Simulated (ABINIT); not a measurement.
Input of an ABINIT 10.8.3 (patched build) run:

The input run.abi:

```
ndtset 2

pp_dirpath "./"
pseudos "Cd.GGA_PBE-JTH.xml, F.GGA_PBE-JTH.xml"

acell 3.809891337 3.809891337 3.809891337 Angstrom
rprim
     0.0000000000     0.7071067812     0.7071067812
     0.7071067812     0.0000000000     0.7071067812
     0.7071067812     0.7071067812     0.0000000000
ntypat 2
znucl 48 9
natom 3
typat 1 2 2
xred
     0.0000000000     0.0000000000     0.0000000000
     0.7500000000     0.7500000000     0.7500000000
     0.2500000000     0.2500000000     0.2500000000

ecut 625.861884 eV
pawecutdg 45.0
pawxcdev 0

ixc 11

occopt 3
tsmear 0.05 eV

nstep 100

iomode 3
prtwf 0
prteig 0
prtebands 0
enunit 1
prtden1 1

kptopt1 1
ngkpt1 9 9 9
nshiftk1 1
shiftk1 0.0 0.0 0.0
nband1 17
tolvrs1 1.0e-9

iscf2 -2
getden2 1
nband2 23
nbdbuf2 4
tolwfr2 1.0e-11
kptopt2 -9
ndivsm2 6
prteig2 1
prtvol2 -3
kptbounds2
     0.0000000000     0.0000000000     0.0000000000
     0.5000000000     0.0000000000     0.5000000000
     0.5000000000     0.2500000000     0.7500000000
     0.3750000000     0.3750000000     0.7500000000
     0.0000000000     0.0000000000     0.0000000000
     0.5000000000     0.5000000000     0.5000000000
     0.6250000000     0.2500000000     0.6250000000
     0.5000000000     0.2500000000     0.7500000000
     0.5000000000     0.5000000000     0.5000000000
     0.3750000000     0.3750000000     0.7500000000
```

Potentials or basis: JTH PAW PBE v2.0.

Run with:

```sh
$ abinit run.abi > log 2>&1
```

Predict the pressure.

5.1 GPa.

Predict the band gap along the path.

3.07 eV, indirect (least direct gap 3.56 eV).

What does it give for the band gap on the k mesh?

3.10 eV, indirect (least direct gap 3.56 eV).

Levels at the corners of the path, in eV from the valence-band top:
```csv
point,band 9,band 10,band 11,band 12,band 13,band 14,band 15,band 16,band 17,band 18
Γ,-0.99,-0.99,-0.49,-0.49,-0.49,3.07,12.68,12.68,12.68,17.50
X,-2.96,-2.96,-0.52,-0.09,-0.09,8.00,9.66,11.94,14.27,14.27
W,-2.59,-1.53,-1.53,-0.61,0.00,8.06,11.51,11.68,11.68,16.24
K,-2.53,-2.32,-0.96,-0.35,-0.20,7.95,10.74,11.13,14.46,14.46
Γ,-0.99,-0.99,-0.49,-0.49,-0.49,3.07,12.68,12.68,12.68,17.50
L,-2.29,-1.85,-1.85,-0.39,-0.39,7.17,9.15,14.49,14.49,18.20
U,-2.53,-2.32,-0.96,-0.35,-0.20,7.95,10.74,11.13,14.46,14.46
W,-2.59,-1.53,-1.53,-0.61,0.00,8.06,11.51,11.68,11.68,16.24
L,-2.29,-1.85,-1.85,-0.39,-0.39,7.17,9.15,14.49,14.49,18.20
K,-2.53,-2.32,-0.96,-0.35,-0.20,7.95,10.74,11.13,14.46,14.46
```
